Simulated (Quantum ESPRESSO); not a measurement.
# SiO2, stishovite: the electronic dielectric constant against pressure

How does ε∞, from linear response (ph.x, fixed occupations, ions clamped), follow the pressure?

Calculated with Quantum ESPRESSO 7.5, PBEsol, GBRV 1.5 ultrasoft potentials, cutoff 680 eV, Fermi–Dirac smearing 0.02 eV, k-mesh 7×7×10, no spin polarisation, no spin-orbit coupling.

Reference cell, relaxed at zero pressure with PBEsol (P4_2/mnm): a = 4.1947 Å, b = 4.1947 Å, c = 2.6787 Å, α = 90.00°, β = 90.00°, γ = 90.00°.

```
atom       x       y       z
  Si  0.0000  0.0000  0.0000
  Si  0.5000  0.5000  0.5000
   O  0.3060  0.3060  0.0000
   O  0.1940  0.8060  0.5000
   O  0.6940  0.6940  0.0000
   O  0.8060  0.1940  0.5000
```

| pressure (GPa) | V (Å³/atom) | ε_xx | ε_yy | ε_zz | mean | gap (eV) |
| --- | --- | --- | --- | --- | --- | --- |
| −1 | 7.883 | 3.423 | 3.423 | 3.600 | 3.482 | 5.338 |
| 0 | 7.856 | 3.418 | 3.418 | 3.596 | 3.477 | 5.391 |
| 1 | 7.829 | 3.414 | 3.414 | 3.592 | 3.473 | 5.443 |
| 2 | 7.802 | 3.409 | 3.409 | 3.588 | 3.469 | 5.496 |
| 6 | 7.701 | 3.393 | 3.393 | 3.573 | 3.453 | 5.700 |
| 8 | 7.654 | 3.385 | 3.385 | 3.566 | 3.445 | 5.800 |

**Question.** Give the mean ε∞ and the long-wavelength refractive index at x = 4, a row left out above (x is the first column).

Least squares with ε = e0 + e1 x + e2 x² gives e0 = 3.4774, e1 = −0.0042924 and e2 = 3.276e-05. At x = 4 this is 3.461, so n = √ε = 1.860 as an average over directions. The run itself gives 3.461, so the estimate misses by 0.000, a rounding's worth.

Along the table the mean ε∞ rises wherever the smallest gap falls, which need not be its cause. Semilocal functionals tend to give ε∞ too large, the k-mesh wasn't converged for it (a zone-centred mesh of this size overestimates it where the gap is small), and polar lattice vibrations add to the static constant, which isn't calculated here.

[Logs are printed without paths, hosts, clocks, repeated set-up lines and the standing remarks that a program may print on its own settings, such as how far it seeks lower states.]
